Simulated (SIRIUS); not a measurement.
Runs of SIRIUS 7.10.0 on Al. The structure is cubic, space group Fm-3m (No. 225). The conventional cell has a = 4.050 Å, b = 4.050 Å, c = 4.050 Å, α = 90.00°, β = 90.00°, γ = 90.00°. Around Al (site symmetry m-3m) lie 12 Al at 2.86 Å. 

```tsv
task	level	potentials or basis	cell	energy tol	density tol	mixer	mixing beta	max scf	gap on the mesh (eV)	pressure (GPa)
single point	PBEsol	PseudoDojo 0.4.1 PBEsol standard (scalar relativistic)	as given	1e-08 Ha	1e-06	anderson	0.7	100	none	(b)
band structure	BPBE	PseudoDojo 0.4.1 PBE standard (scalar relativistic)	as given	1e-08 Ha	1e-06	anderson	0.7	100	-	0.0
single point	PBEsol	PseudoDojo 0.4.1 PBEsol standard (scalar relativistic)	cell strained at random at fixed volume	1e-08 Ha	1e-06	anderson	0.7	100	none	-1.9
band structure	LDA	PseudoDojo 0.4.1 PBE standard (scalar relativistic)	as given	1e-08 Ha	1e-06	anderson	0.7	100	-	(a)
band structure	RPBE	PseudoDojo 0.4.1 PBE standard (scalar relativistic)	as given	1e-08 Ha	1e-06	anderson	0.7	100	-	-0.5
band structure	PBEsol	PseudoDojo 0.4.1 PBE standard (scalar relativistic)	as given	1e-08 Ha	1e-06	anderson	0.7	100	-	-1.5
```

Alike in all rows: no spin polarisation; k mesh 11 × 11 × 11; cutoff (eV) 557; smearing fermi-dirac 0.05 eV.

Problem. Fill in the values left out.

Solution. (a) -1.1; (b) -2.1.

Caveats: the potentials were made for another functional, which shifts forces and pressure (some runs).

A gap of «none» marks a metal or a gap under the smearing width.

Runs at the PBE level aren't shown here.
